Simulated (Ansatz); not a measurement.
**GaAs (F-43m): zero-pressure volume and bulk modulus with r²SCAN + D4**

An exercise on one series of results from a longer session: the logs are not shown, and one member is left open.

Program: Ansatz 0.2.0. Level of theory: DFT r²SCAN + D4, scalar-relativistic, plane waves, PAW. These are calculated values, not measurements.

### The structure to begin with

Symmetry: F-43m, No. 216, cubic system. Conventional cell: a = 5.654 Å, b = 5.654 Å, c = 5.654 Å, α = 90.00°, β = 90.00°, γ = 90.00°. Around Ga (site symmetry -43m) lie 4 As at 2.45 Å. As (site symmetry -43m) is surrounded by 4 Ga at 2.45 Å.

As a file:

```xyz
2
Lattice="0.0000 2.8269 2.8269 2.8269 0.0000 2.8269 2.8269 2.8269 0.0000" Properties=species:S:1:pos:R:3 pbc="T T T"
Ga    0.0000    0.0000    0.0000
As    4.2403    4.2403    4.2403
```

At PBE, an earlier run found 3.27 GPa for this cell of 22.590 Å³/atom (8×8×8 mesh), mesh gap 0.52 eV. The cell is compressed at this level.

The first run:

File input.yaml:

```yaml
crystal:
  lattice:
    - [0.0, 2.8268505379, 2.8268505379]
    - [2.8268505379, 0.0, 2.8268505379]
    - [2.8268505379, 2.8268505379, 0.0]
  atoms:
    - { symbol: Ga, position: [0.0, 0.0, 0.0] }
    - { symbol: As, position: [0.75, 0.75, 0.75] }
basis:
  ecutwfc: 500
  ecutrho_ratio: 4
kpoints:
  mp_grid: { grid: [8, 8, 8] }
hamiltonian:
  xc: r2scan
  dispersion: d4
scf:
  occupations: { method: gaussian, width: 0.05 }
output:
  forces: true
  stress: true
  eigenvalues: true
```

Launch:

```sh
ansatz run input.yaml --threads 4 --pin off --max-ram 8192MiB --backend cpu --events-out ev --progress --plain --runs-dir out
```

Steps of the session up to this table: At the given cell; Stepping to 22.499 Å³/atom; Stepping to 22.463 Å³/atom; Volume × 0.98 of the new zero; Volume × 1.02 of the new zero; Volume × 0.96 of the new zero; Volume × 1.04 of the new zero.

One of the session's tables, all rows but one given; the rest of the session is left out.

It belongs to the step «Energy and pressure against volume». 

```
volume (Å³/atom)  energy (meV/atom)  pressure (GPa)
          21.564               9.07            3.36
          22.014               2.18            1.59
          22.463               0.00            0.00
          22.912                  ?               ?
          23.361               7.82           -2.69
```

**Question.** Estimate the row for volume (Å³/atom) = 22.912.

Worked estimate for «energy (meV/atom)». A straight line through the neighbours (22.463, 0.00) and (23.361, 7.82) gives 0.00 + (7.82 − 0.00) × (22.912 − 22.463) / (23.361 − 22.463) = 3.91; a parabola fitted to 3 rows on both sides gives 1.88.

As computed: energy (meV/atom): 2.02; pressure (GPa): -1.42. In «energy (meV/atom)» the line misses by +1.89 and the parabola by -0.14.
